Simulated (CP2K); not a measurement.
Runs of CP2K 2026.2 on SnSe2. The structure is trigonal, space group P-3m1 (No. 164). Conventional cell: a = 3.811 Å, b = 3.811 Å, c = 6.136 Å, α = 90.00°, β = 90.00°, γ = 120.00°. Sn (site symmetry -3m) has 6 Se at 2.68 Å as nearest neighbours. Se (site symmetry 3m) is surrounded by 3 Sn at 2.68 Å. 

```tsv
level	potentials or basis	smearing	EPS_DEFAULT	points a segment of the path (NPOINTS)	bands added on the path	CUTOFF of the grids	gap on the mesh (eV)	pressure (GPa)	largest force (eV/Å)
LDA	GTH_POTENTIALS Sn GTH-PADE-q4, Se GTH-PADE-q6; TZVP-MOLOPT-PBE-GTH basis	fermi-dirac 0.1 eV	1.0E-10	10	6	450 Ry	(a)	0.7	0.44
r2SCAN	POTENTIAL_UZH Sn GTH-SCAN-q4, Se GTH-SCAN-q6; TZVP-MOLOPT-SCAN-GTH basis	fermi-dirac 0.05 eV	1.0E-9	6	2	675 Ry	(c)	-0.3	-
PBEsol	POTENTIAL_UZH Sn GTH-PBE-q4, Se GTH-PBE-q6; TZVP-MOLOPT-PBE-GTH basis	fermi-dirac 0.05 eV	1.0E-10	8	2	450 Ry	0.68	(b)	1.07
TB-mBJ	POTENTIAL_UZH Sn GTH-PBE-q4, Se GTH-PBE-q6; TZVP-MOLOPT-PBE-GTH basis	fermi-dirac 0.05 eV	1.0E-9	10	6	675 Ry	1.09	-	-
```

Alike in all rows: task band structure; no spin polarisation; cell as given; k mesh 8 × 8 × 5.

Task: Estimate the missing entries.

Result: (a) 0.63; (b) 5.7; (c) 0.97.

Caveats: spin-orbit coupling is left out, which moves the levels of the heavy elements; the basis of atomic orbitals isn't converged, which shifts pressures, moduli and gaps; the mesh misses the band edges, which the band path finds closer together (some runs); the potentials were made for another functional, which shifts forces and pressure (some runs); this functional lacks dispersion, which binds the layers, so the pressure and a relaxed spacing across them are unreliable (some runs); this is a model potential without an energy functional, so only levels have meaning (some runs).

A k mesh can miss the band edges, and the runs leave out spin-orbit coupling on Se, Sn.
